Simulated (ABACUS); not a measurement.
Runs of ABACUS 3.10.1 on Hf. The structure is hexagonal, space group P6_3/mmc (No. 194). The conventional cell has a = 3.197 Å, b = 3.197 Å, c = 5.058 Å, α = 90.00°, β = 90.00°, γ = 120.00°. Hf (site symmetry -6m2) is surrounded by 12 Hf at 3.13 to 3.20 Å. 

```tsv
task	level	potentials or basis	cell	k mesh	cutoff (eV)	orbital files	radial cutoff of the potentials (pseudo_rcut)	path	points for each segment of the path	SCF threshold on the density	mesh quality	gap on the mesh (eV)	pressure (GPa)
relaxation of cell and atoms	PBE	SG15 ONCV 1.2 PBE, TZDP LCAO (the cutoffs set its grid)	relaxed	9 × 9 × 5	1361	Hf Hf_confined-atom_8au_4s3p3d2f.orb	10 bohr	-	-	1e-07	not flagged	-	0.0
single point	PBE	PseudoDojo NC SR 0.4.1 PBE standard, plane waves	as given	10 × 10 × 5	789	-	10 bohr	-	-	1e-08	not flagged	none	(a)
single point	revTPSS	SG15 ONCV 1.2 PBE, plane waves	as given	6 × 6 × 3	939	-	10 bohr	-	-	1e-08	coarse	none	-1.4
single point	PBEsol	SPMS ONCV 1.0 PBE, plane waves	as given	8 × 8 × 4	816	-	10 bohr	-	-	1e-08	not flagged	none	-3.6
single point	PBEsol	PseudoDojo NC SR 0.4.1 PBEsol standard, plane waves	as given	10 × 10 × 5	789	-	7 bohr	-	-	1e-08	not flagged	none	-3.6
single point	PBE	PseudoDojo NC SR 0.5 PBE standard, DZP LCAO (the cutoffs set its grid)	as given	9 × 9 × 5	1361	Hf Hf_confined-atom_8au_3s2p2d1f.orb	10 bohr	-	-	1e-07	not flagged	none	0.8
```

Alike in all rows: no spin polarisation; smearing fermi-dirac 0.05 eV.

Question: Fill in the values left out.

Answer: (a) 0.6.

Caveats: some runs use coarse meshes; the atomic orbitals were generated for these runs and aren't a published set (some runs); the basis of atomic orbitals isn't converged, which shifts pressures, moduli and gaps (some runs); the potentials were made for another functional, which shifts forces and pressure (some runs).

A k mesh can miss the band edges, and the runs leave out spin-orbit coupling on Hf.

A gap of «none» marks a metal or a gap under the smearing width.

Not every run made on this cell is shown here.
